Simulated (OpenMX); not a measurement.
Crystal: ZnO (zincite).

```
Zn O
1.0
     3.24931    0.00000    0.00000
    -1.62465    2.81398    0.00000
     0.00000    0.00000    5.20571
Zn O
2 2
Direct
  0.66667 0.33333 0.00000
  0.33333 0.66667 0.50000
  0.33333 0.66667 0.87901
  0.66667 0.33333 0.37901
```

Base run:

| Item | Value |
| --- | --- |
| Program | OpenMX 3.8.5 |
| Functional | PBE |
| Potentials or basis | OpenMX 2013 PBE set, Zn6.0H-s3p2d2f1, O6.0-s3p2d2, grid cutoff 500 Ry |
| k mesh | 9 × 9 × 5 |
| Occupations | fermi-dirac, width 0.05 eV |
| Spin | no spin polarisation |

Its results: band gap on the k mesh 0.99 eV, direct; pressure 6.8 GPa; largest force 0.051 eV/Å.

Problem. The run is repeated on the same cell with these changes: potentials or basis from OpenMX 2013 PBE set, Zn6.0H-s3p2d2f1, O6.0-s3p2d2, grid cutoff 500 Ry to OpenMX 2013 PBE set, Zn6.0H-s3p2d2, O6.0-s2p2d1, grid cutoff 500 Ry. What comes out?

Solution. Band gap on the k mesh 1.26 eV, direct; pressure 7.1 GPa; largest force 0.043 eV/Å.

Caveats: the basis of atomic orbitals isn't converged, which shifts pressures, moduli and gaps.

Not every run made on this cell is shown here.
